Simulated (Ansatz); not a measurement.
Equation of state of FeNi3 under PBEsol

```
CELL_PARAMETERS angstrom
3.54500 0.00000 0.00000
0.00000 3.54500 0.00000
0.00000 0.00000 3.54500
ATOMIC_POSITIONS crystal
Ni 0.50000 0.50000 0.00000
Ni 0.50000 0.00000 0.50000
Ni 0.00000 0.50000 0.50000
Fe 0.00000 0.00000 0.00000
```

The cell was scaled at fixed shape and fractions and run with Ansatz, Ansatz PAW, cutoff 420 eV; PBEsol, k mesh 8 × 8 × 8 on the cell of 4 atoms, fermi-dirac occupations of 0.05 eV, collinear spin, ferromagnetic start, no spin-orbit coupling. The potentials were made for PBE. Energies are those that the program minimises, any entropy of the smearing included. For a metal such a mesh isn't converged to the digits shown. The magnetic state is the one that the start led to, which needn't be the lowest.

```csv
V (Å³/atom),energy over the lowest row (meV/atom)
10.4693,1.07
10.6920,0.00
10.9148,5.11
11.1375,15.72
11.3603,?
11.5830,50.97
11.8058,74.60
```

Question: Fit the third-order Birch-Murnaghan form, give V0, B0 and B′, and predict the energy left open.

Answer: With y = (V0/V)^(2/3), E = E0 + (9 V0 B0/16) [(y - 1)³ B′ + (y - 1)² (6 - 4y)]. Least squares through the rows shown give V0 = 10.6162 Å³/atom, E0 = -0.37 meV, B0 = 220.6 GPa (1 eV/Å³ = 160.218 GPa) and B′ = 4.71, with a largest miss of 0.01 meV. At V = 11.3603 the form with these constants gives 31.19 meV; the run gave 31.17 meV an atom.
